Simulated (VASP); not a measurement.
Runs of VASP 6.6.1 on MnS. It takes space group P4_2/mmc (No. 131, tetragonal). Conventional cell: a = 4.306 Å, b = 4.306 Å, c = 5.361 Å, α = 90.00°, β = 90.00°, γ = 90.00°. Mn (site symmetry mmm) has 4 S at 2.54 Å as nearest neighbours. Around S (site symmetry -4m2) lie 4 Mn at 2.54 Å and 2 S at 2.68 Å. Measurements of this composition are mostly on another form, of space group No. 225.

| level | spin | U | gap on the mesh (eV) | pressure (GPa) | moment (μB) |
| --- | --- | --- | --- | --- | --- |
| r2SCAN+U | collinear, random start | Mn d U = 3 eV | none | 1.0 | 0.08 |
| r2SCAN | off | - | none | -18.0 | - |
| PBEsol+U | collinear, ferrimagnetic start | Mn d U = 2 eV | none | -3.7 | 0.00 |
| PBEsol+U | collinear, ferromagnetic start | Mn d U = 3 eV | none | (a) | 8.91 |
| PBEsol+U | collinear, antiferromagnetic start | Mn d U = 3 eV | none | (b) | 0.00 |

Alike in all rows: task single point; potentials or basis VASP PAW PBE potentials, release 64 (Mn_pv, S); cell as given; k mesh 5 × 5 × 4; cutoff (eV) 520; smearing gaussian 0.05 eV.

Fill in the values left out.

(a) -3.0; (b) -2.4.

Caveats: the PAW data sets were made with another functional, which shifts forces and pressure a little (some runs); so large a pressure means that the cell lies far from this level's equilibrium, or that cutoff or potentials fall short (some runs); the potentials were made for another functional, which shifts forces and pressure (some runs); semilocal functionals often make such compounds metallic where correlation or magnetic order opens a gap, which also shifts bond lengths (some runs).

A k mesh can miss the band edges.

A gap of «none» marks a metal or a gap under the smearing width.

Not every run made on this cell is shown here.
